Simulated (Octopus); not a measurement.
# GaN (F-43m) in Octopus: reference runs

Reference runs on GaN: the cell as given.

Program: Octopus 16.4. These are calculated values, not measurements. Logs are shortened: lines on timing, memory, paths and dates and some standing lists are left out, and cuts for length are marked.

**Experimental background.**

From a printed reference work, textbook, for a bulk crystal of GaN at 0 K: band gap 3.299 eV (direct).

How close the calculation comes is told below.

### Step 1. Starting point

The structure is cubic, space group F-43m (No. 216). The conventional cell has a = 4.507 Å, b = 4.507 Å, c = 4.507 Å, α = 90.00°, β = 90.00°, γ = 90.00°. Ga (site symmetry -43m) is surrounded by 4 N at 1.95 Å. N (site symmetry -43m) has 4 Ga at 1.95 Å as nearest neighbours.

The cell is a database's computed one.

### Step 2. Single point, PBE

Contents of inp:

```
CalculationMode = gs
UnitsOutput = eV_Angstrom
PeriodicDimensions = 3
ExperimentalFeatures = yes
PseudopotentialSet = pseudodojo_pbe
%LatticeParameters
 1*angstrom | 1*angstrom | 1*angstrom
%
%LatticeVectors
 0 | 2.2535006075 | 2.2535006075
 2.2535006075 | 0 | 2.2535006075
 2.2535006075 | 2.2535006075 | 0
%
%ReducedCoordinates
 "Ga" | 0 | 0 | 0
 "N" | 0.25 | 0.25 | 0.25
%
%Spacing
 0.13278880*angstrom | 0.13278880*angstrom | 0.13278880*angstrom
%
DerivativesOrder = 8
%KPointsGrid
 10 | 10 | 10
%
KPointsUseSymmetries = yes
XCFunctional = gga_x_pbe + gga_c_pbe
SmearingFunction = fermi_dirac
Smearing = 0.05*eV
ExtraStates = 6
Eigensolver = chebyshev_filter
ConvRelDens = 3e-7
MaximumIter = 120
```

Potentials or basis: pseudodojo_pbe (PseudoDojo 0.5, PBE).

The run is started by

```
OMP_NUM_THREADS=1 octopus > out.log
```

out.log:

```text
Running octopus

Version                : 16.4
Optional libraries     :

************************** Calculation Mode **************************
Input: [CalculationMode = gs]
**********************************************************************

Input: [SpinComponents = unpolarized]

******************************* Space ********************************
Octopus will run in 3 dimension(s).
Octopus will treat the system as periodic in 3 dimension(s).
**********************************************************************

Input: [AllElectronType = no]
Input: [PseudopotentialSet = pseudodojo_pbe]
Reading Coordinates from ReducedCoordinates block

****************************** Species *******************************
  Species 'Ga'
    type             : pseudopotential
    file             : 'Ga.upf'
    file format      : UPF2
    valence charge   : 13.0
    atomic number    :  31
    form on file     : kleinman-bylander
    lmax             : 2
    llocal           : -1
    projectors per l : 2
    total projectors : 6
    application form : kleinman-bylander
    orbitals         :  9
    bound orbitals   :  9

  Species 'N'
    type             : pseudopotential
    file             : 'N.upf'
    file format      : UPF2
    valence charge   : 5.0
    atomic number    :   7
    form on file     : kleinman-bylander
    lmax             : 1
    llocal           : -1
    projectors per l : 2
    total projectors : 4
    application form : kleinman-bylander
    orbitals         :  4
    bound orbitals   :  4

**********************************************************************

***************************** Symmetries *****************************
Space group No.  216
International: F-43m
Schoenflies: Td^2
Info: The system has    24 symmorphic symmetries that can be used.
  Index                Rotation matrix                      Fractional translations
    1 :     1   0   0     0   1   0     0   0   1      0.000000    0.000000    0.000000
    2 :     0   0  -1     1   0  -1     0   1  -1      0.000000    0.000000    0.000000
    3 :     0  -1   1     0  -1   0     1  -1   0      0.000000    0.000000    0.000000
    4 :    -1   1   0    -1   0   1    -1   0   0      0.000000    0.000000    0.000000
    5 :    -1   0   0    -1   0   1    -1   1   0      0.000000    0.000000    0.000000
    6 :     1  -1   0     0  -1   0     0  -1   1      0.000000    0.000000    0.000000
[... 16 lines left out ...]
   23 :     1   0  -1     0   0  -1     0   1  -1      0.000000    0.000000    0.000000
   24 :     0  -1   1     1  -1   0     0  -1   0      0.000000    0.000000    0.000000
Info: The system also has     0 nonsymmorphic symmetries (not used for electrons).
**********************************************************************

Input: [CurvMethod = curv_affine]
Input: [DerivativesStencil = stencil_stargeneral]

****************************** Lattice *******************************
  Lattice Vectors [A]
    0.000000    2.253501    2.253501
    2.253501    0.000000    2.253501
    2.253501    2.253501    0.000000
  Cell volume =            22.8877 [A^3]
  Reciprocal-Lattice Vectors [A^-1]
   -1.394094    1.394094    1.394094
    1.394094   -1.394094    1.394094
    1.394094    1.394094   -1.394094
  Cell angles [degree]
    alpha =   60.000
    beta  =   60.000
    gamma =   60.000
**********************************************************************

Checking if the generated full k-point grid is symmetric

    47 k-points generated from parameters :
 ---------------------------------------------------
    n =   10   10   10

    s1  =  0.00  0.00  0.00

   index |      weight  |             coordinates              |
       1 |     0.001000 |    0.000000    0.000000    0.000000  |
       2 |     0.008000 |    0.100000    0.000000    0.000000  |
       3 |     0.006000 |    0.100000    0.100000    0.000000  |
       4 |     0.012000 |   -0.100000    0.100000    0.000000  |
       5 |     0.024000 |   -0.100000    0.100000    0.100000  |
       6 |     0.008000 |    0.200000    0.000000    0.000000  |
[... 39 lines left out ...]
      46 |     0.012000 |   -0.400000    0.500000    0.100000  |
      47 |     0.003000 |    0.500000    0.500000    0.000000  |

Input: [SmearingFunction = fermi_dirac]
Input: [SymmetrizeDensity = yes]

******************************* States *******************************
Total electronic charge  =       18.000
Number of states         =       15
States block-size        =        4
[... 39 lines left out ...]

Info: FFT grid dimensions       = 24 x 24 x 24
      Total grid size           = 13824 (      0.1 MiB )
Input: [FilterPotentials = filter_TS]
Info: Pseudopotential for Ga
  Radii for localized parts:
    local part     =  1.2 A
    non-local part =  1.4 A
    orbitals       =  6.9 A

Info: Pseudopotential for N
  Radii for localized parts:
    local part     =  1.1 A
    non-local part =  1.0 A
    orbitals       =  4.2 A

Input: [RelativisticCorrection = non_relativistic]
Input: [DFTULevel = dft_u_none]
Input: [MagneticConstrain = 0]

[... 7 lines left out ...]
      Block       1 contains       4 states:       1 -       4
      Block       2 contains       4 states:       5 -       8
      Block       3 contains       4 states:       9 -      12
      Block       4 contains       3 states:      13 -      15
Info: Ground-state allocation done.
Info: Could not find 'restart/gs' directory for restart.
[... 5 lines left out ...]

**************************** Eigensolver *****************************
Input: [Eigensolver = chebyshev_filter]
Input: [SubspaceDiagonalization = standard]
**********************************************************************

Input: [MixField = potential] (what to mix during SCF cycles)
Input: [MixingScheme = broyden]
Info: Mixing uses    4 steps and restarts after   20 steps.
Input: [LCAOStart = lcao_states]
Input: [LCAOScaleFactor = 1.000]
Input: [LCAOMaximumOrbitalRadius = 10.58 A]

** Warning:
**   Cannot do LCAO for all states because there are not enough atomic orbitals.
**   Required: 15. Available: 13. 2 orbitals will be randomized.

Info: Unnormalized total charge =     18.000689
Info: Renormalized total charge =     18.000000

** Warning:
**   Symmetrization discrepancy ratio (scalar) =  2.45850E-05

Info: Setting up Hamiltonian.
Info: Performing initial LCAO calculation with     13 orbitals.
Info: Getting Hamiltonian matrix elements.

Eigenvalues [eV]
 #st  Spin   Eigenvalue      Occupation
#k =       1, k = (  0.000000,  0.000000,  0.000000)
   1   --   -14.823580       2.000000
   2   --    -9.816113       2.000000
   3   --    -9.816113       2.000000
   4   --    -9.815665       2.000000
   5   --    -9.308829       2.000000
   6   --    -9.308829       2.000000
   7   --     0.445363       2.000000
   8   --     0.445363       2.000000
   9   --     0.447532       2.000000
  10   --     3.969081       2.000000
  11   --    14.112759       0.000000
  12   --    14.112759       0.000000
  13   --    14.113399       0.000000
#k =       2, k = (  0.100000,  0.000000,  0.000000)
   1   --   -14.666651       2.000000
   2   --    -9.397186       2.000000
   3   --    -9.396004       2.000000
   4   --    -8.951462       2.000000
   5   --    -8.633527       2.000000
   6   --    -8.632756       2.000000
   7   --     0.105890       2.000000
   8   --     0.638151       2.000000
   9   --     0.640066       2.000000
  10   --     4.617946       2.000000
  11   --    14.410107       0.000000
  12   --    14.410681       0.000000
  13   --    14.609885       0.000000
[... 45 further k-points ...]
Fermi energy =    11.833533 eV
Generating random wavefunctions for states       14 and above
Orthogonalizing wavefunctions.
Info: Ground-state restart information will be written to 'restart/gs'.
Info: SCF using complex wavefunctions.
Info: Starting SCF iteration.

** Warning:
**   Symmetrization discrepancy ratio (scalar) =  4.63754E-02

*********************** SCF CYCLE ITER #    1 ************************
 etot  = -2.37664854E+03 abs_ev   =  1.39E+02 rel_ev   =  1.03E+00
 ediff =        8.73E+01 abs_dens =  2.24E+00 rel_dens =  1.24E-01
Matrix vector products: 1175
Converged eigenvectors: 0

#  State  KPoint  Eigenvalue [eV]  Occupation    Error
      1       1      -15.013157    2.000000   ( 3.6E-05)
      1       2      -14.915418    2.000000   ( 9.7E-05)
      1       3      -14.883000    2.000000   ( 1.5E-04)
      1       4      -14.762843    2.000000   ( 7.2E-05)
      1       5      -14.675951    2.000000   ( 2.2E-04)
      1       6      -14.653090    2.000000   ( 2.2E-04)
      1      10      -14.536007    2.000000   ( 2.6E-04)
      1       7      -14.476019    2.000000   ( 1.6E-04)
[... 23 lines left out ...]
     15      17       25.758972    0.000000   ( 1.5E-01)
     15      34       25.881232    0.000000   ( 1.4E-01)
     15      46       26.472084    0.000000   ( 1.5E-01)
     15      26       26.687341    0.000000   ( 1.4E-01)
     15      40       26.728148    0.000000   ( 1.5E-01)
     15      44       26.839386    0.000000   ( 1.8E-01)
     15      25       26.884645    0.000000   ( 1.3E-01)
     15      39       27.107207    0.000000   ( 1.8E-01)

Density of states:

---------%------------------------------------------------------------
---------%------------------------------------------------------------
---------%------------------------------------------------------------
---------%------------------------------------------------------------
---------%------------------------------------------------------------
---------%------------------------------------------------------------
---------%------------------------------------------------------------
---------%------------------------------------------------------------
--%------%------------------------------------------------------------
-%%------%%%-----%%-%%%%%-----------%%--%%--%%%%%%--------------------
                            ^

Fermi energy =     2.048961 eV

**********************************************************************

*********************** SCF CYCLE ITER #    2 ************************
 etot  = -2.36626727E+03 abs_ev   =  3.92E+00 rel_ev   =  3.00E-02
 ediff =        3.82E-01 abs_dens =  1.06E+00 rel_dens =  5.89E-02
Matrix vector products: 1175
Converged eigenvectors: 0
[... 127 lines left out ...]
*********************** SCF CYCLE ITER #   13 ************************
 etot  = -2.36407862E+03 abs_ev   =  1.59E-05 rel_ev   =  1.23E-07
 ediff =        1.54E-06 abs_dens =  1.30E-06 rel_dens =  7.20E-08
Matrix vector products: 1175
Converged eigenvectors: 299

#  State  KPoint  Eigenvalue [eV]  Occupation    Error
      1       1      -13.096876    2.000000   ( 2.5E-08)
      1       2      -12.989317    2.000000   ( 2.7E-08)
      1       3      -12.954006    2.000000   ( 2.5E-08)
      1       4      -12.828846    2.000000   ( 3.2E-08)
      1       5      -12.741801    2.000000   ( 2.5E-08)
      1       6      -12.722327    2.000000   ( 2.8E-08)
      1      10      -12.608365    2.000000   ( 2.2E-08)
      1       7      -12.563274    2.000000   ( 2.9E-08)
[... 23 lines left out ...]
     15      47       24.639937    0.000000   ( 7.9E-02)
     15      34       24.887977    0.000000   ( 4.5E-02)
     15      42       24.957410    0.000000   ( 6.5E-02)
     15      26       25.050521    0.000000   ( 4.6E-02)
     15      44       25.051218    0.000000   ( 8.4E-02)
     15      39       25.095659    0.000000   ( 5.7E-02)
     15      30       25.120273    0.000000   ( 4.5E-02)
     15      46       25.252059    0.000000   ( 6.0E-02)

Density of states:

-----%----------------------------------------------------------------
-----%----------------------------------------------------------------
-----%----------------------------------------------------------------
-----%----------------------------------------------------------------
----%%----------------------------------------------------------------
----%%----------------------------------------------------------------
----%%----------------------------------------------------------------
--%-%%----------------------------------------------------------------
--%-%%------------%-------%---------------%----%%---------------------
-%%-%%%%%---------%%--%%%%%%---------%%%%-%%%-%%%%%%--%-%%%---%---%---
                              ^

Fermi energy =     3.723857 eV

**********************************************************************

Info: SCF converged in   13 iterations

** Warning:
**   Some of the states are not fully converged!

Info: Number of matrix-vector products:      15275
Info: Finished writing information to 'restart/gs'.

Octopus emitted 17 warnings.
```

It took 3.8 min on 1 thread of Arm Neoverse V1, shared host; peak memory 0.75 GiB.

Results:

```yaml
Free_energy: -2364.0786 eV
Band_gap_on_the_k_mesh: 1.76 eV, direct
```

### Step 3. How close it comes

Step 2. A measured gap of GaN is 3.299 eV (direct; 0 K; a printed reference work, textbook); the calculated 1.76 eV misses it by -1.54 eV. Spin-orbit coupling on Ga is left out. The value is that of PBE, without temperature or zero-point motion. Semilocal functionals fall short of measured gaps as a rule. The cell is a database's relaxed one, not the measured one, which moves gaps too.
